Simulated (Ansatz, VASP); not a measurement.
# AlN: VASP beside Ansatz, part 2 of 2

Aim: how closely do two programs agree when they are given the same cell, functional and k mesh?

VASP 6.6.1 and Ansatz 0.2.0.

So far: The structure; Ansatz: relaxation of cell and atoms, r2SCAN; VASP: relaxation of cell and atoms, r2SCAN.

## Step 3: VASP: relaxation of cell and atoms, r2SCAN (continued)

Level of this step: r2SCAN; plane waves and PAW (Al, N) (VASP).

Numbers of over 12 decimals in the logs are rounded to 6 here.

Parts of OUTCAR (step 3):

```text
ion  position               nearest neighbor table
   1  0.333  0.667  0.000-   4 1.89   4 1.89   4 1.89   3 1.90   2 3.07   2 3.07   2 3.07   2 3.07
                             2 3.07   2 3.07
   2  0.667  0.333  0.500-   3 1.89   3 1.89   3 1.89   4 1.90   1 3.07   1 3.07   1 3.07   1 3.07
                             1 3.07   1 3.07
   3  0.333  0.667  0.382-   2 1.89   2 1.89   2 1.89   1 1.90
   4  0.667  0.333  0.882-   1 1.89   1 1.89   1 1.89   2 1.90

  LATTYP: Found a hexagonal cell.
 ALAT       =     3.1120000000
 C/A-ratio  =     1.6008997429

 Subroutine GETGRP returns: Found 12 space group operations
 (whereof  6 operations were pure point group operations)

The static configuration has the point symmetry C_3v.
 The point group associated with its full space group is C_6v.

 Found     56 irreducible k-points:

   k-points           NKPTS =     56   k-points in BZ     NKDIM =     56   number of bands    NBANDS=     14

   dimension x,y,z NGX =    24 NGY =   24 NGZ =   40
   dimension x,y,z NGXF=    48 NGYF=   48 NGZF=   80

   ENCUT  =  520.0 eV  38.22 Ry    6.18 a.u.   5.79  5.79  9.26*2*pi/ulx,y,z

   NELECT =      16.0000    total number of electrons

 k-points in reciprocal lattice and weights: Automatic mesh
   0.00000000  0.00000000  0.00000000       0.002
   0.10000000  0.00000000  0.00000000       0.010
   0.20000000  0.00000000  0.00000000       0.010
   0.30000000  0.00000000  0.00000000       0.010
   0.40000000 -0.00000000  0.00000000       0.010
   0.50000000  0.00000000  0.00000000       0.005
   0.10000000  0.10000000  0.00000000       0.010
   0.20000000  0.10000000  0.00000000       0.020
   0.30000000  0.10000000  0.00000000       0.020
[...]
0.40000000  0.20000000  0.50000000       0.010
   0.30000000  0.30000000  0.50000000       0.010

 average (electrostatic) potential at core
       1 -74.4944       2 -74.4944       3 -62.7090       4 -62.7090

 E-fermi :   6.0219

 k-point     1 :       0.0000    0.0000    0.0000
  band No.  band energies     occupation
    ...
      4       5.0472      2.00000
      5       5.0472      2.00000
      6       5.7097      2.00000
      7       5.7097      2.00000
      8       5.9395      2.00000
      9      10.8733      0.00000
     10      13.4885      0.00000
     11      17.5717      0.00000
     12      17.9893      0.00000
     13      17.9893      0.00000
    ...

 k-point     2 :       0.1000    0.0000    0.0000
  band No.  band energies     occupation
    ...
      4       4.4701      2.00000
      5       4.8806      2.00000
      6       5.1529      2.00000
      7       5.6894      2.00000
      8       5.8821      2.00000
      9      11.4452      0.00000
     10      14.0059      0.00000
     11      16.9577      0.00000
     12      17.1782      0.00000
     13      18.3798      0.00000
    ...

 k-point     3 :       0.2000    0.0000    0.0000
  band No.  band energies     occupation
    ...
      4       3.1540      2.00000
      5       4.0340      2.00000
      6       4.5182      2.00000
      7       5.5862      2.00000
      8       5.6753      2.00000
      9      12.5036      0.00000
     10      14.6422      0.00000
     11      15.4358      0.00000
     12      16.6237      0.00000
     13      18.8675      0.00000
    ...

  Total       -0.0049848     -0.0049848      0.0134962      0.0000000      0.0000000     -0.0000000
  in kB       -0.1922750     -0.1922750      0.5205783      0.0000000      0.0000000     -0.0000000
  external PRESSURE =       0.0453428 kB  Pullay stress =       0.0000000 kB

  energy-cutoff  :      520.00
  volume of cell :       41.54
      direct lattice vectors                 reciprocal lattice vectors
     3.105258713  0.000000000  0.000000000     0.322034359  0.185926624  0.000000000
    -1.552629357  2.689232931 -0.000000000     0.000000000  0.371853248  0.000000000
    -0.000000000  0.000000000  4.974028952    -0.000000000  0.000000000  0.201044266

 POSITION                                       TOTAL-FORCE (eV/Angst)
 -----------------------------------------------------------------------------------
     -0.00000      1.79282      0.00059        -0.000000     -0.000000      0.002655
      1.55263      0.89641      2.48761        -0.000000      0.000000      0.002655
     -0.00000      1.79282      1.89949         0.000000      0.000000     -0.002655
      1.55263      0.89641      4.38650         0.000000     -0.000000     -0.002655
 -----------------------------------------------------------------------------------
    total drift:                               -0.000000     -0.000000     -0.018472

  FREE ENERGIE OF THE ION-ELECTRON SYSTEM (eV)
  ---------------------------------------------------
  free  energy   TOTEN  =       -38.4565659732 eV

  energy  without entropy=      -38.4565659732  energy(sigma->0) =      -38.45656597

 reached required accuracy - stopping structural energy minimisation

 total charge
# of ion       s       p       d       tot
------------------------------------------
    1        0.368   0.451   0.000   0.818
    2        0.368   0.451   0.000   0.818
    3        1.230   2.675   0.000   3.905
    4        1.230   2.675   0.000   3.905
--------------------------------------------------
tot          3.196   6.251   0.000   9.447

[... 3 further parts left out ...]
```

CONTCAR:

```
AlN
   1.00000000000000
     3.1052587131632152    0.0000000000000000    0.0000000000000000
    -1.5526293565816076    2.6892329313423988   -0.0000000000000000
    -0.0000000000000000    0.0000000000000000    4.9740289518927341
  Al              N
     2     2
Direct
     0.3333333332999970    0.6666666667000030    0.0001187317558671
     0.6666666667000030    0.3333333332999970    0.5001187317558672
     0.3333333332999970    0.6666666667000030    0.3818812682441308
     0.6666666667000030    0.3333333332999970    0.8818812682441307
```

## Step 4: Comparison

Known differences besides the potentials themselves: VASP keeps PBE cores, Ansatz makes them for the functional; both relaxations stop at a tolerance, which leaves soft axes loose, and VASP keeps its plane-wave basis; the cutoff is 500 eV in Ansatz and 520 eV in VASP; Ansatz adds a Pulay correction to the stress that steers its cell, VASP none. Total energies have different zeros and are not compared.

The two programs side by side:

```csv
quantity,Ansatz,VASP,difference
volume (Å³),41.61,41.54,+0.18 %
"edge a after relaxation, in the typed setting (Å)",3.107,3.105,+0.05 %
"edge c after relaxation, in the typed setting (Å)",4.979,4.974,+0.09 %
```

The walks stopped with 0.00 GPa left in Ansatz and 0.00 GPa in VASP; each walk ends within a tolerance, so the volume difference is uncertain by about these residues over the bulk modulus, most in soft cells.

## Step 5: What came out

| Item | Value |
| --- | --- |
| difference in volume (relaxation of cell and atoms, r2SCAN) | 0.18 % |

In words: The difference in volume is 0.18 % (relaxation of cell and atoms, r2SCAN), within the 1.2 % picked in this series as the mark of a large difference, as far as the stopping tolerances let one tell. Such differences can come from data sets, numerical settings and the points named under the comparisons, not from the functional's error against experiment.

[Lines on the potential files, build, host, timing and source positions are cut from VASP's logs without a mark.]

[Logs are printed without paths, hosts, clocks, repeated set-up lines and the standing remarks that a program may print on its own settings, such as how far it seeks lower states.]

[Hosts, paths, dates, database ids (printed as entryN), source tags and the programs' standing remarks are cut or masked in the printed files.]
